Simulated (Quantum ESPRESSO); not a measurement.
# AlCu in Quantum ESPRESSO: the effect of target pressure

The system is AlCu.

```xyz
2
Lattice="2.9975 0.0000 0.0000 0.0000 2.9975 0.0000 0.0000 0.0000 2.9975" Properties=species:S:1:pos:R:3 pbc="T T T"
Cu    1.4988    1.4988    1.4988
Al    0.0000    0.0000    0.0000
```

The cell comes from a database or a generator and needn't be the stable form of this composition.

Alike in all runs:

```yaml
Program: Quantum ESPRESSO 7.5
Task: relaxation of cell and atoms
Functional: PBEsol
Potentials_or_basis: GBRV 1.5 PBEsol
Cutoff: 871 eV
Density_cutoff: 7007 eV
k_mesh: 9 × 9 × 9
Occupations: fermi-dirac, width 0.05 eV
Spin: no spin polarisation
```

Each run relaxes the cell or the atoms first.

| target pressure | relaxed volume (Å³/atom) |
| --- | --- |
| 0 GPa | 12.93 |
| 2 GPa | 12.74 |
| 5 GPa | 12.47 |
| 10 GPa | 12.09 |
| 20 GPa | 11.48 |
| 30 GPa | ? |

Task: What does the run with target pressure 30 GPa give?

Result: Relaxed volume 11.00 Å³/atom.

Worked out: In Murnaghan's law V^(-B') rises as a straight line in P. The other rows fit best with B' = 4.5, V0 = 12.93 Å³/atom and B0 = 127 GPa, which gives 11.01 Å³/atom at 30 GPa, against the run's 11.00.

Caveats: the volume moved by over 15 % at a fixed basis, so the end points are rough (some runs).
